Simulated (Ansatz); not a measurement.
# Au(111) / 3 layers Cd(0001) / Au(111): resistance against film thickness

How does the resistance across the layers grow with the film in Au(111) / 3 layers Cd(0001) / Au(111)?

Main program and level: Ansatz 0.2.0; Ansatz plane-wave DFT, PBE, PAW files; ballistic transport by layer matching (Landauer), zero bias.

This is a report of a sequence of runs, with most program output left out.

## 1. Starting point

The cell holds 11 atoms: 8 Au and 3 Cd. Its edges and angles: a = 2.884 Å, b = 2.884 Å, c = 27.828 Å, α = 90.0°, β = 90.0°, γ = 120.0°. It derives from Au and Cd. Regions: lead, 8 atoms (8 Au); films, 3 atoms (3 Cd). The structure is stacked along c, and the current runs across the ab planes.

Coordinates:

```cif
data_structure
_symmetry_space_group_name_H-M 'P 1'
_symmetry_Int_Tables_number 1
_cell_length_a 2.8838
_cell_length_b 2.8838
_cell_length_c 27.8281
_cell_angle_alpha 90.000
_cell_angle_beta 90.000
_cell_angle_gamma 120.000
_cell_volume 200.42
loop_
_atom_site_label
_atom_site_type_symbol
_atom_site_fract_x
_atom_site_fract_y
_atom_site_fract_z
_atom_site_occupancy
Au1 Au 0.00000 0.00000 0.04231 1
Au2 Au 0.33333 0.66667 0.12692 1
Au3 Au 0.66667 0.33333 0.21153 1
Au4 Au 0.00000 0.00000 0.29614 1
Cd5 Cd 0.33333 0.66667 0.39230 1
Cd6 Cd 0.66667 0.33333 0.50000 1
Cd7 Cd 0.33333 0.66667 0.60770 1
Au8 Au 0.66667 0.33333 0.70386 1
Au9 Au 0.00000 0.00000 0.78847 1
Au10 Au 0.33333 0.66667 0.87308 1
Au11 Au 0.66667 0.33333 0.95769 1
```

## 2. With 3 layers

The film is laid into the lead at the lead's in-plane lattice, and the cell closes on the lead's own image. The mesh across the current, 30×30, is finer than the density's, because channels open and close sharply across the zone. Energies from -1 to 1 eV in steps of 0.036 eV cover the slope of the Fermi function at 300 K, so the program can form a conductance.

Contents of input.yaml:

```yaml
crystal:
  lattice:
    - [2.8837582304, 0.0, 0.0]
    - [-1.4418791152, 2.4974078859, 0.0]
    - [0.0, 0.0, 27.8281132242]
  atoms:
    - { symbol: Au, position: [0.0, 0.0, 0.042305756] }
    - { symbol: Au, position: [0.3333333333, 0.6666666667, 0.126917268] }
    - { symbol: Au, position: [0.6666666667, 0.3333333333, 0.2115287799] }
    - { symbol: Au, position: [0.0, 0.0, 0.2961402919] }
    - { symbol: Cd, position: [0.3333333333, 0.6666666667, 0.3922973653] }
    - { symbol: Cd, position: [0.6666666667, 0.3333333333, 0.5] }
    - { symbol: Cd, position: [0.3333333333, 0.6666666667, 0.6077026347] }
    - { symbol: Au, position: [0.6666666667, 0.3333333333, 0.7038597081] }
    - { symbol: Au, position: [0.0, 0.0, 0.7884712201] }
    - { symbol: Au, position: [0.3333333333, 0.6666666667, 0.873082732] }
    - { symbol: Au, position: [0.6666666667, 0.3333333333, 0.957694244] }
kpoints:
  mp_grid: { grid: [15, 15, 1] }
hamiltonian:
  xc: pbe
scf:
  occupations: { method: fermi_dirac, width: 0.1 }
output:
  transmission: { leads: [[0, 1]], kmesh: [30, 30], e_range: [-1.0, 1.0], de: 0.036 }
  write_potential: true
  write_density: true
  volumetric_format: npy
  elf: true
```

Launch:

```
ansatz run input.yaml --threads 4 --pin off --max-ram 8192MiB --backend cpu --events-out ev --progress --plain --runs-dir out
```

Run time: 2 min. Hardware: 4 threads of Arm Neoverse V2, shared host; peak memory 1.1 GiB.

This step gave:

* free energy: -129957.7767 eV
* energy at zero smearing: -129957.7251 eV
* Fermi energy: 18.76 eV
* cell area: 7.202 Å²
* step of the lead's potential: 7.3 meV
* ballistic conductance of the lead: 8.50e14 S/m²
* estimated errors of the lead's conductance: 0, 4, 0.2 % (band edges, k-mesh, distance from neutral)
* lead conductance per cell: 0.7904 G₀
* conductance of the junction: 4.27e14 S/m²
* junction conductance per cell: 0.3968 G₀
* estimated errors of the junction's conductance: 0, 0, 2.7, 0.5, 0 % (energy step, band edges, k-mesh, leads' steps, distance from neutral)
* area resistance that the stack adds (contact term taken off, spin by spin): 1.167 fΩ m²

Per spin. Table of transmission, zone mean by energy, zero at the Fermi level:

energy (eV), transmission, zone mean and a bar from the least value:
```
   -1.000      0.428 ##############################
   -0.892      0.426 ############################
   -0.820      0.421 ########################
   -0.712      0.413 ##################
   -0.640      0.415 ####################
   -0.532      0.409 ###############
   -0.424      0.403 ##########
   -0.352      0.399 #######
   -0.244      0.395 ####
   -0.136      0.397 #####
   -0.064      0.397 #####
    0.008      0.397 #####
    0.044      0.397 #####
    0.116      0.392 #
    0.224      0.390 
    0.332      0.395 ####
    0.404      0.395 ####
    0.512      0.398 ######
    0.620      0.399 #######
    0.692      0.398 ######
    0.800      0.396 ####
    0.872      0.403 ##########
    0.944      0.423 ##########################
    0.980      0.421 ########################
```

Per spin. The open channels, zone mean, lead by energy, zero at the Fermi level:

energy (eV), open channels, zone mean, lead and a bar from the least value:
```
   -1.000      0.670 ##
   -0.928      0.657 
   -0.856      0.683 ####
   -0.784      0.710 #######
   -0.712      0.710 #######
   -0.676      0.730 ##########
   -0.604      0.723 #########
   -0.532      0.723 #########
   -0.460      0.737 ###########
   -0.388      0.750 #############
   -0.316      0.763 ###############
   -0.244      0.783 #################
   -0.172      0.783 #################
   -0.100      0.783 #################
   -0.028      0.783 #################
    0.008      0.797 ###################
    0.080      0.797 ###################
    0.152      0.783 #################
    0.224      0.830 ########################
    0.296      0.843 #########################
    0.368      0.837 #########################
    0.440      0.837 #########################
    0.512      0.837 #########################
    0.584      0.837 #########################
    0.656      0.837 #########################
    0.692      0.837 #########################
    0.764      0.850 ##########################
    0.836      0.863 ############################
    0.908      0.877 ##############################
    0.980      0.873 ##############################
```

Transmission over k1 and k2. At 0.0080 eV from the Fermi level.

Ten even steps from '_' (0.000) to '@' (0.998), each cell a mean:
```
::__..--==================--....::::______________________::
..::--========================--::::..______________________
::--====--------========--------====--::____________________
--======----==================------====--..________________
--======--======++++******++++======--====--..______________
--======--====++**##%%%%%%%%##**++++==========::____________
--==========++**##%%@@@@@@@@@@@@%%##++==========--..________
--==========++**%%@@@@@@@@@@@@@@@@@@##**++========--::______
::--====--==++**%%@@@@@@%%****##@@@@@@%%**++==--======::____
..::====--====**##@@@@@@##______--%%@@@@%%**++==----==--..--
::__--==----==++**%%@@@@%%________..@@@@@@%%**++==----==::..
::::__--==----==++##%%@@@@%%..______##@@@@@@##++==----==--..
....__::====--====++##%%@@@@%%==----%%@@@@@@%%**++==--====--
::______--==========++##%%@@@@@@@@@@@@@@@@@@%%**++==--======
--________::--========++**##%%@@@@@@@@@@@@%%##**++==========
--__________..--==========++**##%%%%%%%%%%####**++==========
--______________::======--====++++**********++++====--======
--________________..--====----========++++========----======
--__________________..--======------==========--------======
::______________________::::----========================--::
....______________________::....::--==================--..__
::::....::::::::::::::::....::::::..::----------------::..::
```
Columns: k1 (b1) from -0.5 to 0.467; rows upwards: k2 (b2) from -0.5 to 0.467.

Open channels over k1 and k2. At 0.0080 eV from the Fermi level.

Ten even steps from '0' (0.00) to '9' (1.00), each cell a mean:
```
999999999999999999900000000079
999999999999999999900000000004
999999999999999999970000000000
999999999999999999999300000000
999999999999999999999960000000
999999999999999999999998100000
999999999999999999999999930000
999999999999999999999999996000
999999999999977799999999999999
999999999999900059999999999999
999999999999900002999999999999
999999999999992000999999999999
999999999999999555999999999999
911199999999999999999999999999
900006999999999999999999999999
900000399999999999999999999999
900000018999999999999999999999
900000000599999999999999999999
900000000039999999999999999999
910000000000999999999999999999
994000000000999999999999999999
999777777777999999999999999999
```
Columns: k1 (b1) from -0.5 to 0.467; rows upwards: k2 (b2) from -0.5 to 0.467.

Valence density in the ca plane at fractional y = 0.333, with atoms of Au and Cd within 0.2 Å of it. It is the smooth field of the valence electrons, not physical close to the nuclei.

Values in e/Å³, 5 rows by 16 columns, each cell a mean:
```
 0  0  0  1  5  1  0  0  0  0  0  1  6  1  0  0
 0  0  0  1 11  2  0  0  0  0  0  1 17  2  0  0
 0  0  0  1  5  1  0  0  0  0  0  1  6  1  0  0
 1  1  1  0  0  0  1  1  0  1  0  0  0  0  0  1
 1  1  1  0  0  0  1  1  0  1  0  0  0  0  0  1
```
Columns run along c (16.0 Å, from fractional 0.06 to 0.63 of the cell), rows up along a (2.9 Å). Atoms in or near the plane, at fractional coordinates: Au at (0.21, 0.67), Cd at (0.50, 0.67).

Electrostatic potential energy in the ca plane at fractional y = 0.333, with atoms of Au and Cd within 0.2 Å of it. With pseudopotentials it is smooth inside the atoms' cores, unlike the true potential.

Ten even steps from '0' (-25 eV) to '9' (21 eV), each cell a mean:
```
89999889996212699988999998889999644469999888
99999999983000289999999999999998532358999999
99999999972000179999999999999997421247999999
99999999984000389999999999999998532358999999
89999878997323799888899998789999754579999878
68997557999878999755799986578999987899998756
47997436899999999644799975568999999999998655
68998657999878999755799986678999987899998766
```
Columns run along c (16.0 Å, from fractional 0.06 to 0.63 of the cell; values clipped at the 3rd and 97th percentile), rows up along a (2.9 Å). Atoms in or near the plane, at fractional coordinates: Au at (0.21, 0.67), Cd at (0.50, 0.67).

ELF in the ca plane at fractional y = 0.333, with atoms of Au and Cd within 0.2 Å of it. It is the smooth field of the valence electrons, not physical close to the nuclei.

Ten even steps from '0' (0.12) to '9' (0.87), each cell a mean:
```
11001111112454311111110001111100134310011111
10000111114676421111100011122101368631012221
00000011124686421111000012222101479741012222
10000111114666411111100011111100357530011111
21001221112444211122110001111000123210001111
32112332101121101233210001211000111110001121
32112343100111001344310012211001111111001222
32112332111222101233210001211000111110001121
```
Columns run along c (16.0 Å, from fractional 0.06 to 0.63 of the cell), rows up along a (2.9 Å). Atoms in or near the plane, at fractional coordinates: Au at (0.21, 0.67), Cd at (0.50, 0.67).

The lead's potential steps by 7.3 meV from period to period, small in itself. The program estimates the junction's conductance to 2.7 % from the k-mesh, 0 % from the leads' distance from neutral and 0.5 % from their steps.

By hand: 1/G − 1/G_lead = 1/0.4268 − 1/0.8503 = 1.17 fΩ m² with G in 10¹⁵ S/m².

## 3. With 5 layers, film layers 5

The stack now holds 5 film layers; the k-mesh follows the cell, and the energies span -0.27 to 0.27 eV.

System of this step: Au(111) / 5 layers Cd(0001) / Au(111). The cell holds 13 atoms: 8 Au and 5 Cd. Its edges and angles: a = 2.884 Å, b = 2.884 Å, c = 33.822 Å, α = 90.0°, β = 90.0°, γ = 120.0°. It derives from Au and Cd. Regions: lead, 8 atoms (8 Au); films, 5 atoms (5 Cd). The structure is stacked along c, and the current runs across the ab planes.

Contents of input.yaml:

```yaml
crystal:
  lattice:
    - [2.8837582304, 0.0, 0.0]
    - [-1.4418791152, 2.4974078859, 0.0]
    - [0.0, 0.0, 33.8224354519]
  atoms:
    - { symbol: Au, position: [0.0, 0.0, 0.0348079419] }
    - { symbol: Au, position: [0.3333333333, 0.6666666667, 0.1044238257] }
    - { symbol: Au, position: [0.6666666667, 0.3333333333, 0.1740397094] }
    - { symbol: Au, position: [0.0, 0.0, 0.2436555932] }
    - { symbol: Cd, position: [0.3333333333, 0.6666666667, 0.3227708281] }
    - { symbol: Cd, position: [0.6666666667, 0.3333333333, 0.411385414] }
    - { symbol: Cd, position: [0.3333333333, 0.6666666667, 0.5] }
    - { symbol: Cd, position: [0.6666666667, 0.3333333333, 0.588614586] }
    - { symbol: Cd, position: [0.3333333333, 0.6666666667, 0.6772291719] }
    - { symbol: Au, position: [0.6666666667, 0.3333333333, 0.7563444068] }
    - { symbol: Au, position: [0.0, 0.0, 0.8259602906] }
    - { symbol: Au, position: [0.3333333333, 0.6666666667, 0.8955761743] }
    - { symbol: Au, position: [0.6666666667, 0.3333333333, 0.9651920581] }
kpoints:
  mp_grid: { grid: [15, 15, 1] }
hamiltonian:
  xc: pbe
scf:
  occupations: { method: fermi_dirac, width: 0.1 }
output:
  transmission:
    leads: [[0, 1]]
    kmesh: [30, 30]
    e_range: [-0.27, 0.27]
    de: 0.036
  write_potential: true
  write_density: true
  volumetric_format: npy
```

It took 80 s on 4 threads; peak memory 1.4 GiB; 5.1 min of CPU time.

This step gave:

| Property | Result |
| --- | --- |
| free energy | -146466.6230 eV |
| energy at zero smearing | -146466.5678 eV |
| Fermi energy | 18.05 eV |
| step of the lead's potential | 6.2 meV |
| ballistic conductance of the lead | 8.54e14 S/m² |
| estimated errors of the lead's conductance | 0, 4.1, 0.2 % (band edges, k-mesh, distance from neutral) |
| lead conductance per cell | 0.7935 G₀ |
| conductance of the junction | 3.10e14 S/m² |
| junction conductance per cell | 0.2886 G₀ |
| estimated errors of the junction's conductance | 0, 0, 4.5, 1, 0.2 % (energy step, band edges, k-mesh, leads' steps, distance from neutral) |
| area resistance that the stack adds (contact term taken off, spin by spin) | 2.049 fΩ m² |

Per spin. Table of transmission, zone mean by energy, zero at the Fermi level:

```
energy (eV)  transmission, zone mean
     -0.270                    0.315
     -0.234                    0.309
     -0.198                    0.303
     -0.162                    0.299
     -0.126                    0.295
     -0.090                    0.292
     -0.054                    0.290
     -0.018                    0.289
      0.018                    0.288
      0.054                    0.287
      0.090                    0.286
      0.126                    0.287
      0.162                    0.288
      0.198                    0.291
      0.234                    0.304
      0.270                    0.317
```

The conductance of the junction is 3.1e14 S/m², 27 % under the 4.3e14 S/m² of the last finished run.

## 4. With 6 layers, film layers 6

The stack now holds 6 film layers; the k-mesh follows the cell, and the energies span -0.27 to 0.27 eV.

System of this step: Au(111) / 6 layers Cd(0001) / Au(111). The cell holds 14 atoms: 8 Au and 6 Cd. Its edges and angles: a = 2.884 Å, b = 2.884 Å, c = 36.857 Å, α = 92.2°, β = 87.8°, γ = 120.0°. It derives from Au and Cd. Regions: lead, 8 atoms (8 Au); films, 6 atoms (6 Cd). The structure is stacked along c, and the current runs across the ab planes.

Contents of input.yaml:

```yaml
crystal:
  lattice:
    - [2.8837582304, 0.0, 0.0]
    - [-1.4418791152, 2.4974078859, 0.0]
    - [1.4418791152, -0.8324692953, 36.8195965658]
  atoms:
    - { symbol: Au, position: [0.9893418227, 0.0106581773, 0.031974532] }
    - { symbol: Au, position: [0.3013588014, 0.6986411986, 0.0959235959] }
    - { symbol: Au, position: [0.61337578, 0.38662422, 0.1598726599] }
    - { symbol: Au, position: [0.9253927587, 0.0746072413, 0.2238217238] }
    - { symbol: Cd, position: [0.2345010401, 0.7654989599, 0.2964968798] }
    - { symbol: Cd, position: [0.540700624, 0.459299376, 0.3778981279] }
    - { symbol: Cd, position: [0.1802335413, 0.8197664587, 0.459299376] }
    - { symbol: Cd, position: [0.4864331253, 0.5135668747, 0.540700624] }
    - { symbol: Cd, position: [0.1259660426, 0.8740339574, 0.6221018721] }
    - { symbol: Cd, position: [0.4321656266, 0.5678343734, 0.7035031202] }
    - { symbol: Au, position: [0.7412739079, 0.2587260921, 0.7761782762] }
    - { symbol: Au, position: [0.0532908866, 0.9467091134, 0.8401273401] }
    - { symbol: Au, position: [0.3653078653, 0.6346921347, 0.9040764041] }
    - { symbol: Au, position: [0.677324844, 0.322675156, 0.968025468] }
kpoints:
  mp_grid: { grid: [15, 15, 1] }
hamiltonian:
  xc: pbe
scf:
  occupations: { method: fermi_dirac, width: 0.1 }
output:
  transmission:
    leads: [[0, 1]]
    kmesh: [30, 30]
    e_range: [-0.27, 0.27]
    de: 0.036
  write_potential: true
  write_density: true
  volumetric_format: npy
```

Wall time 2.8 min (4 threads); peak memory 2.2 GiB; 11 min of CPU time.

This step gave:

```
free energy                                                                : -154721.0445 eV
energy at zero smearing                                                    : -154720.9839 eV
Fermi energy                                                               : 17.77 eV
step of the lead's potential                                               : 3.7 meV
estimated errors of the lead's conductance                                 : 0, 4.1, 0.3 % (band edges, k-mesh, distance from neutral)
lead conductance per cell                                                  : 0.7939 G₀
conductance of the junction                                                : 3.19e14 S/m²
junction conductance per cell                                              : 0.2963 G₀
estimated errors of the junction's conductance                             : 0.1, 0, 8.1, 0.8, 0.9 % (energy step, band edges, k-mesh, leads' steps, distance from neutral)
area resistance that the stack adds (contact term taken off, spin by spin) : 1.966 fΩ m²
```

Per spin. The transmission, zone mean by energy, zero at the Fermi level:

```
energy (eV)  transmission, zone mean
     -0.270                    0.296
     -0.234                    0.308
     -0.198                    0.314
     -0.162                    0.315
     -0.126                    0.312
     -0.090                    0.308
     -0.054                    0.303
     -0.018                    0.298
      0.018                    0.294
      0.054                    0.291
      0.090                    0.287
      0.126                    0.286
      0.162                    0.287
      0.198                    0.289
      0.234                    0.301
      0.270                    0.305
```

The conductance of the junction is 3.2e14 S/m², 2.7 % over the 3.1e14 S/m² of the last finished run, within the error estimates, leads' steps apart, of 4.5 and 8.1 %.

(Part 1 of 2 ends here.)

[Logs are printed without paths, hosts, clocks, repeated set-up lines and the standing remarks that a program may print on its own settings, such as how far it seeks lower states.]

[Hosts, paths, dates, database ids (printed as entryN), source tags and the programs' standing remarks are cut or masked in the printed files.]
